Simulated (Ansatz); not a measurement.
The system is P.

```xyz
2
Lattice="1.7257 0.9963 3.1297 -1.7257 0.9963 3.1297 0.0000 -1.9927 3.1297" Properties=species:S:1:pos:R:3 pbc="T T T"
P     0.0000    0.0000    7.2570
P     0.0000    0.0000    2.1321
```

This isn't the form of P at room conditions, which is orthorhombic.

```yaml
Program: Ansatz 0.2.0
Task: relaxation of cell and atoms
Functional: RPBE
Potentials_or_basis: Ansatz PAW polarizable
Cutoff: 420 eV
Density_cutoff: 1680 eV
k_mesh: 9 × 9 × 9
Occupations: methfessel-paxton, width 0.1 eV
Spin: collinear spin, antiferromagnetic start
Starting_moments: "[0.5, -0.5] μB"
```

At the start: volume 16.14 Å³/atom.

**Question.** Where does the relaxation end?

**Answer.** Over 6 steps the energy falls by 7.4 meV/atom and the volume is 16.77 Å³/atom (+3.9 %); space group R-3m (No. 166, to 0.05 Å); moment 0.00 μB per cell.

The path:
| step | energy change (eV) | largest force (eV/Å) | volume (Å³) |
| --- | --- | --- | --- |
| 1 | 0.0000 | 0.2501 | 32.29 |
| 2 | -0.0122 | 0.1570 | 33.08 |
| 3 | -0.0146 | 0.0142 | 33.61 |
| 4 | -0.0146 | 0.0026 | 33.56 |
| 5 | -0.0146 | 0.0007 | 33.54 |
| 6 | -0.0149 | 0.0006 | 33.54 |

Final structure:
```xyz
2
Lattice="1.7517 1.0114 3.1557 -1.7517 1.0114 3.1557 0.0000 -2.0227 3.1557" Properties=species:S:1:pos:R:3 pbc="T T T"
P     0.0000    0.0000    7.3177
P     0.0000    0.0000    2.1494
```

Caveat: the potentials were made for another functional, which shifts forces and pressure; the starting moments weren't kept.
